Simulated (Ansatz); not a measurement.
Crystal: GaN.

```xyz
4
Lattice="3.1800 0.0000 0.0000 -1.5900 2.7540 0.0000 0.0000 0.0000 5.1660" Properties=species:S:1:pos:R:3 pbc="T T T"
Ga    1.5900    0.9180    2.5830
Ga    0.0000    1.8360    0.0000
N     1.5900    0.9180    4.5203
N     0.0000    1.8360    1.9373
```

Base run:

```yaml
Program: Ansatz 0.2.0
Functional: BPBE
Potentials_or_basis: Ansatz PAW
Cutoff: 420 eV
Density_cutoff: 1680 eV
k_mesh: 10 × 10 × 5
Occupations: fermi-dirac, width 0.05 eV
Spin: no spin polarisation
```

Its results: band gap on the k mesh 1.96 eV, direct; pressure 6.9 GPa; largest force 0.136 eV/Å.

The run is repeated on the same cell with these changes: functional from BPBE to BLYP. What comes out?

Band gap on the k mesh 2.07 eV, direct; pressure 13.0 GPa; largest force 0.131 eV/Å.

Caveats: the potentials were made for another functional, which shifts forces and pressure; the PAW data sets come from PBE, with cores solved anew for the run's functional, which leaves a small shift of forces and pressure.

Not every run made on this cell is shown here.
